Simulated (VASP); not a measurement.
Wanted: the native input for a VASP 6.6.1 run.

```yaml
Task: Born charges and dielectric tensor
Functional: LDA
Potentials_or_basis: VASP PAW LDA potentials, release 64 (Mg, O)
Cutoff: 600 eV
k_mesh: 4 × 4 × 4
Occupations: gaussian, width 0.02 eV
Spin: no spin polarisation
Further_INCAR_settings: ALGO = Normal; EDIFF = 1e-08; IBRION = 8; NSW = 1
```

The structure of MgO lies in POSCAR:

```
MgO
1.0
    0.0000000000      2.0715800000      2.0715800000
    2.0715800000      0.0000000000      2.0715800000
    2.0715800000      2.0715800000      0.0000000000
Mg O
1 1
Direct
    0.0000000000      0.0000000000      0.0000000000
    0.5000000000      0.5000000000      0.5000000000
```

These files were run (other wordings do the same):

INCAR

```
SYSTEM = MgO
  PREC = Accurate
  ENCUT = 600
  EDIFF = 1E-8
  ISMEAR = 0
  SIGMA = 0.02
  LREAL = .False.
  LASPH = .True.
  NELM = 60
  ALGO = Normal
  ISIF = 2
  LWAVE = .False.
  LCHARG = .False.
  LEPSILON = .True.
  IBRION = 8
  NSW = 1
```

KPOINTS

```
regular mesh
0
Gamma
  4 4 4
  0 0 0
```

Potentials or basis: VASP PAW LDA potentials, release 64 (Mg, O).

Run with:

```sh
$ cat potpaw_LDA.64/Mg/POTCAR potpaw_LDA.64/O/POTCAR > POTCAR
$ mpirun -np 1 vasp_std > vasp.out
```

Results of the run:

| Item | Value |
| --- | --- |
| Band gap on the k mesh | 5.15 eV, direct |
| Electronic dielectric tensor (diagonal) | 3.29 |
| Born charges (mean of the diagonal) | Mg +1.99; O -1.99 e |
| Highest phonon frequency at Γ, LO-TO splitting left out | 425 cm⁻¹ |

Caveat: the k mesh is coarse (spacing up to 0.66 Å⁻¹), so the values aren't converged.

Run time: 20 s on 1 thread of Intel(R) Xeon(R) Platinum 8488C (Sapphire Rapids), with other jobs on the host, peak memory 0.14 GiB.
